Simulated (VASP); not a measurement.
# BaTiO3 (P4mm) in VASP: a series of runs

The runs below take BaTiO3 through single point, with PBE.

All numbers are computed with VASP 6.6.1; they aren't measurements. Logs are shortened: lines on timing, memory, paths and dates and some standing lists are left out, and cuts for length are marked.

**1. The structure**

It takes space group P4mm (No. 99, tetragonal). The conventional cell has a = 4.000 Å, b = 4.000 Å, c = 4.018 Å, α = 90.00°, β = 90.00°, γ = 90.00°. Around Ba (site symmetry 4mm) lie 12 O at 2.79 to 2.88 Å. Ti (site symmetry 4mm) is surrounded by 6 O at 1.89 to 2.13 Å. O (site symmetry 2mm) is surrounded by 2 Ti at 2.00 Å. O (site symmetry 4mm) is surrounded by 2 Ti at 1.89 to 2.13 Å.

**2. Single point, PBE**

Input file INCAR:

```
SYSTEM = BaTiO3
PREC = Accurate ; ENCUT = 650
EDIFF = 1E-7 ; ISMEAR = 0
SIGMA = 0.05 ; LREAL = .False.
LASPH = .True. ; NELM = 100
ALGO = Normal ; ISIF = 2
LWAVE = .False. ; LCHARG = .False.
GGA = PE ; NBANDS = 28
ADDGRID = .False.
```

Input file KPOINTS:

```
regular mesh
0
Gamma
  5 5 5
  0 0 0
```

Input file POSCAR:

```
BaTiO3
1.0
    3.9998000000      0.0000000000      0.0000000000
    0.0000000000      3.9998000000      0.0000000000
    0.0000000000      0.0000000000      4.0180000000
Ba Ti O
1 1 3
Direct
    0.0000000000      0.0000000000      0.0000000000
    0.5000000000      0.5000000000      0.4900000000
    0.0000000000      0.5000000000      0.5170000000
    0.5000000000      0.0000000000      0.5170000000
    0.5000000000      0.5000000000      0.0190000000
```

Potentials or basis: VASP PAW PBE potentials, release 64 (Ba_sv, Ti_sv, O).

Started as:

```console
> cat potpaw_PBE.64/Ba_sv/POTCAR potpaw_PBE.64/Ti_sv/POTCAR potpaw_PBE.64/O/POTCAR > POTCAR
> mpirun -np 1 vasp_std > vasp.out
```

OUTCAR:

```text
SYSTEM = BaTiO3
   PREC = Accurate
   ENCUT = 650
   EDIFF = 1E-7
   ISMEAR = 0
   LREAL = .False.
   LASPH = .True.
   NELM = 100
   ISIF = 2
   GGA = PE

 Found     18 irreducible k-points:

 Following reciprocal coordinates:
            Coordinates               Weight
  0.000000  0.000000  0.000000      1.000000
  0.200000  0.000000  0.000000      4.000000
  0.400000  0.000000  0.000000      4.000000
  0.200000  0.200000  0.000000      4.000000
  0.400000  0.200000  0.000000      8.000000
  0.400000  0.400000  0.000000      4.000000
   k-points           NKPTS =     18   k-points in BZ     NKDIM =     18   number of bands    NBANDS=     28
   number of dos      NEDOS =    301   number of ions     NIONS =      5
   total plane-waves  NPLWV =  46656
   dimension x,y,z NGX =    36 NGY =   36 NGZ =   36
   dimension x,y,z NGXF=    72 NGYF=   72 NGZF=   72
   ions per type =               1   1   3
   NGX,Y,Z   is equivalent  to a cutoff of  14.96, 14.96, 14.90 a.u.
   NGXF,Y,Z  is equivalent  to a cutoff of  29.93, 29.93, 29.79 a.u.
 SYSTEM =  BaTiO3
   PREC   = accura    normal or accurate (medium, high low for compatibility)
   ISTART =      0    job   : 0-new  1-cont  2-samecut
   ICHARG =      2    charge: 1-file 2-atom 10-const
   ISPIN  =      1    spin polarized calculation?
   LNONCOLLINEAR =      F non collinear calculations
   LSORBIT =      F    spin-orbit coupling
   LASPH  =      T    aspherical Exc in radial PAW
   ENCUT  =  650.0 eV  47.77 Ry    6.91 a.u.   8.31  8.31  8.35*2*pi/ulx,y,z
   NELM   =    100;   NELMIN=  2; NELMDL= -5     # of ELM steps
   EDIFF  = 0.1E-06   stopping-criterion for ELM
   LREAL  =      F    real-space projection
   EDIFFG = 0.1E-05   stopping-criterion for IOM
   NSW    =      0    number of steps for IOM
   IBRION =     -1    ionic relax: 0-MD 1-quasi-New 2-CG
   NFREE  =      0    steps in history (QN), initial steepest desc. (CG)
   ISIF   =      2    stress and relaxation
   ISYM   =      2    0-nonsym 1-usesym 2-fastsym
   POTIM  = 0.5000    time-step for ionic-motion
   TEBEG  =    0.0;   TEEND  =   0.0 temperature during run
   PSTRESS=    0.0 pullay stress
   NELECT =      40.0000    total number of electrons
   NUPDOWN=      -1.0000    fix difference up-down
   EMIN   =  10.00;   EMAX   =-10.00  energy-range for DOS
   EFERMI =   0.00;   METHOD = LEGACY
   ISMEAR =     0;   SIGMA  =   0.05  broadening in eV -4-tet -1-fermi 0-gaus
   EFERMI_NEDOS =   21; number of points for ismear=-14 and -15
   IALGO  =     38    algorithm
   IMIX   =      4    mixing-type and parameters
     AMIX     =   0.40;   BMIX     =  1.00
     AMIX_MAG =   1.60;   BMIX_MAG =  1.00
  volume/ion in A,a.u.               =      12.86        86.76
  Fermi-wavevector in a.u.,A,eV,Ry     =   1.397653  2.641181 26.578078  1.953434
  Thomas-Fermi vector in A             =   2.520888
   LORBIT       =      0    0 simple, 1 ext, 2 COOP (PROOUT), +10 PAW based schemes
   GGA     = PE    functional components
   LHFCALC =     F    Hartree Fock is set to
   AEXX    =    0.0000 exact exchange contribution
   IVDW    =     0    specifies the selected vdW correction
   LEPSILON=     F    determine dielectric tensor
   LRPA    =     F    only Hartree local field effects (RPA)
 non-spin polarized calculation
 Gauss-broadening in eV      SIGMA  =   0.05
  energy-cutoff  :      650.00
  volume of cell :       64.28
 maximum number of plane-waves:      2469
 NGX is ok and might be reduce to    36
   NGX = 17   NGY = 17   NGZ = 17

 number of electron      39.9999999 magnetization

 Free energy of the ion-electron system (eV)
  ---------------------------------------------------
  ext. energy  EPLUGINS =         0.00000000
  ---------------------------------------------------
  free energy    TOTEN  =       -39.99298523 eV

  energy without entropy =      -39.99298523  energy(sigma->0) =      -39.99298523

 E-fermi :   3.9383     XC(G=0): -11.2418

 val. band max:        3.6853031663   @ k =   0.4000   0.4000   0.4000
 cond. band min:       5.6156965489   @ k =   0.0000   0.0000   0.0000
 fundamental gap:      1.9303933826
 Fermi energy:         3.9382642146

 k-point     1 :       0.0000    0.0000    0.0000
  band No.  band energies     occupation
      1     -52.7590      2.00000
      2     -28.9997      2.00000
      3     -28.9702      2.00000
      4     -28.9702      2.00000
      5     -21.0129      2.00000
      6     -13.0766      2.00000
[... 20 lines left out ...]
     27       8.8942      0.00000
     28      11.1461      0.00000

 k-point     2 :       0.2000    0.0000    0.0000
  band No.  band energies     occupation
      1     -52.7586      2.00000
      2     -28.9990      2.00000
      3     -28.9884      2.00000
      4     -28.9695      2.00000
      5     -20.9723      2.00000
      6     -13.1194      2.00000
[... 20 lines left out ...]
     27       9.6085      0.00000
     28      12.0625      0.00000

 k-point     3 :       0.4000    0.0000    0.0000
  band No.  band energies     occupation
      1     -52.7580      2.00000
      2     -29.0177      2.00000
      3     -28.9978      2.00000
      4     -28.9684      2.00000
      5     -20.9050      2.00000
      6     -13.2790      2.00000
[... 20 lines left out ...]
     27      11.0845      0.00000
     28      12.0486      0.00000

 k-point     4 :       0.2000    0.2000    0.0000
  band No.  band energies     occupation
      1     -52.7582      2.00000
      2     -28.9984      2.00000
      3     -28.9879      2.00000
      4     -28.9872      2.00000
      5     -20.9365      2.00000
      6     -13.0815      2.00000
[... 20 lines left out ...]
     27      10.3061      0.00000
     28      12.2034      0.00000

 k-point     5 :       0.4000    0.2000    0.0000
  band No.  band energies     occupation
      1     -52.7577      2.00000
      2     -29.0166      2.00000
      3     -28.9972      2.00000
      4     -28.9862      2.00000
      5     -20.8773      2.00000
      6     -13.1255      2.00000
[... 20 lines left out ...]
     27      11.8005      0.00000
     28      12.6169      0.00000

 k-point     6 :       0.4000    0.4000    0.0000
  band No.  band energies     occupation
      1     -52.7571      2.00000
      2     -29.0149      2.00000
      3     -29.0146      2.00000
      4     -28.9961      2.00000
      5     -20.8317      2.00000
      6     -12.8716      2.00000
[... 20 lines left out ...]
     27      11.9968      0.00000
     28      13.4310      0.00000

 [... further k-points ...]

------------------------ aborting loop because EDIFF is reached ----------------------------------------

  FORCE on cell =-STRESS in cart. coord.  units (eV):
  Direction    XX          YY          ZZ          XY          YZ          ZX
  --------------------------------------------------------------------------------------
  -------------------------------------------------------------------------------------
  Total        1.4672866      1.4672866      1.8464909      0.0000000      0.0000000      0.0000000
  in kB       36.5711869     36.5711869     46.0226125      0.0000000      0.0000000      0.0000000
  external PRESSURE =      39.7216621 kB  Pullay stress =       0.0000000 kB

 VOLUME and BASIS-vectors are now :
 -----------------------------------------------------------------------------
  energy-cutoff  :      650.00
  volume of cell :       64.28
      direct lattice vectors                 reciprocal lattice vectors
     3.999800000  0.000000000  0.000000000     0.250012501  0.000000000  0.000000000
     0.000000000  3.999800000  0.000000000     0.000000000  0.250012501  0.000000000
     0.000000000  0.000000000  4.018000000     0.000000000  0.000000000  0.248880040

 POSITION                                       TOTAL-FORCE (eV/Angst)
 -----------------------------------------------------------------------------------
      0.00000      0.00000      0.00000         0.000000      0.000000      0.074885
      1.99990      1.99990      1.96882        -0.000000     -0.000000     -0.137699
      0.00000      1.99990      2.07731         0.000000      0.000000     -0.111433
      1.99990      0.00000      2.07731        -0.000000      0.000000     -0.111433
      1.99990      1.99990      0.07634        -0.000000     -0.000000      0.285681
 -----------------------------------------------------------------------------------
    total drift:                                0.000000      0.000000     -0.000020

  FREE ENERGIE OF THE ION-ELECTRON SYSTEM (eV)
  ---------------------------------------------------
  free  energy   TOTEN  =       -39.9929852338 eV

  energy  without entropy=      -39.9929852338  energy(sigma->0) =      -39.99298523
```

Run time: 72 s. Hardware: 1 thread of Intel Xeon Platinum 8488C (Sapphire Rapids), shared host; peak memory 0.23 GiB.

These settings aren't checked as converged: the numbers below hold their error.

What came out:

* Free energy: -39.9930 eV
* Pressure: 4.0 GPa
* Largest force: 0.286 eV/Å
* Band gap on the k mesh: 1.93 eV, indirect (least direct gap 2.06 eV)

Caveat: spin-orbit coupling is left out, which moves the levels of the heavy elements; an odd mesh through Γ misses points on the zone boundary, where band edges often lie.

**3. Single point, PBE**

INCAR is that of step 2.

KPOINTS is that of step 2.

Input file POSCAR:

```
BaTiO3
1.0
    3.9998000000      0.0000000000      0.0000000000
    0.0000000000      3.9998000000      0.0000000000
    0.0000000000      0.0000000000      4.0180000000
Ba Ti O
1 1 3
Direct
    0.0050340000     -0.0151990000     -0.0081960000
    0.5109990000      0.5026790000      0.4796360000
   -0.0079330000      0.4990990000      0.5319510000
    0.5087000000     -0.0034200000      0.5100070000
    0.5274750000      0.4823970000      0.0100750000
```

Potentials or basis: VASP PAW PBE potentials, release 64 (Ba_sv, Ti_sv, O).

Started as:

```console
> cat potpaw_PBE.64/Ba_sv/POTCAR potpaw_PBE.64/Ti_sv/POTCAR potpaw_PBE.64/O/POTCAR > POTCAR
> mpirun -np 1 vasp_std > vasp.out
```

Run time: 3.9 min. Hardware: 1 thread of Intel Xeon Platinum 8488C (Sapphire Rapids), shared host; peak memory 0.3 GiB.

The run converged, but some of its settings lie outside the range that counts as converged, so its numbers aren't taken as properties of the crystal.

What came out:

| Property | Result |
| --- | --- |
| Free energy | -39.8872 eV |
| Pressure | 4.6 GPa |
| Largest force | 1.055 eV/Å |
| Band gap on the k mesh | 2.02 eV, indirect (least direct gap 2.15 eV) |

Caveat: spin-orbit coupling is left out, which moves the levels of the heavy elements; an odd mesh through Γ misses points on the zone boundary, where band edges often lie.

**4. Single point, PBE**

Changes to INCAR since step 3:

```diff
@@ -1,3 +1,3 @@
 SYSTEM = BaTiO3
-PREC = Accurate ; ENCUT = 650
+PREC = Accurate ; ENCUT = 460
 EDIFF = 1E-7 ; ISMEAR = 0
```

Input file KPOINTS:

```
regular mesh
0
Gamma
  6 6 6
  0 0 0
```

Input file POSCAR:

```
BaTiO3
1.0
    3.9998000000      0.0000000000      0.0000000000
    0.0000000000      3.9998000000      0.0000000000
    0.0000000000      0.0000000000      4.0180000000
Ba Ti O
1 1 3
Direct
    0.0000000000      0.0000000000      0.0000000000
    0.5000000000      0.5000000000      0.4900000000
    0.0000000000      0.5000000000      0.5170000000
    0.5000000000      0.0000000000      0.5170000000
    0.5000000000      0.5000000000      0.0190000000
```

Started as:

```console
> cat potpaw_PBE.64/Ba_sv/POTCAR potpaw_PBE.64/Ti_sv/POTCAR potpaw_PBE.64/O/POTCAR > POTCAR
> mpirun -np 1 vasp_std > vasp.out
```

It took 85 s on 1 thread of Intel Xeon Platinum 8488C (Sapphire Rapids), shared host; peak memory 0.19 GiB.

These settings aren't checked as converged: the numbers below hold their error.

Results:

```
Free energy            : -39.9901 eV
Pressure               : 3.4 GPa
Largest force          : 0.275 eV/Å
Band gap on the k mesh : 1.77 eV, indirect (least direct gap 2.06 eV)
```

Caveat: the cutoff is under 1.25 times the usual one of these potentials, so pressure, stress and relaxed cells hold a basis-set (Pulay) error; spin-orbit coupling is left out, which moves the levels of the heavy elements.

**5. The reference run**

An earlier run on the cell as given: functional PBEsol; potentials or basis VASP PAW PBE potentials, release 64 (Ba_sv, Ti_sv, O); cutoff 520 eV; k mesh 7 × 7 × 7; occupations fermi-dirac, width 0.05 eV; no spin polarisation.

* Pressure: -2.0 GPa
* Largest force: 0.323 eV/Å
* Band gap on the k mesh: 1.82 eV, indirect (least direct gap 2.02 eV)
